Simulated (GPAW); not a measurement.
The system is AlPt.

```
Pt Al
1.0
     4.87893    0.00000    0.00000
     0.00000    4.87893    0.00000
     0.00000    0.00000    4.87893
Pt Al
4 4
Direct
  0.84494 0.65506 0.34494
  0.65506 0.34494 0.84494
  0.34494 0.84494 0.65506
  0.15506 0.15506 0.15506
  0.15597 0.34403 0.65597
  0.34403 0.65597 0.15597
  0.65597 0.15597 0.34403
  0.84403 0.84403 0.84403
```

The cell is a database's computed one.

Base run:

| Quantity | Value |
| --- | --- |
| Program | GPAW 26.7.0 |
| Functional | PBEsol |
| Potentials or basis | PAW data sets generated in the run's folder for this functional |
| Cutoff | 600 eV |
| Basis | pw |
| k mesh | 5 × 5 × 5 |
| Occupations | fermi-dirac, width 0.05 eV |
| Spin | no spin polarisation |
| Hubbard terms | Pt d U = 5 eV |

Its results: band gap on the k mesh none (metal or under the smearing width); pressure -4.8 GPa; largest force 0.068 eV/Å.

After a change of settings the same cell gave: band gap on the k mesh none (metal or under the smearing width); pressure -6.8 GPa; largest force 0.101 eV/Å. Which change was it?
A. k mesh from 5 × 5 × 5 to 6 × 6 × 6; hubbard terms from Pt d U = 5 eV to none
B. hubbard terms from Pt d U = 5 eV to Pt d U = 8 eV
C. hubbard terms from Pt d U = 5 eV to Pt d U = 2 eV

B.

Caveats: U without spin polarisation on a metal has little footing; the U is typed as a test and isn't derived for this compound.

Not every run made on this cell is shown here.
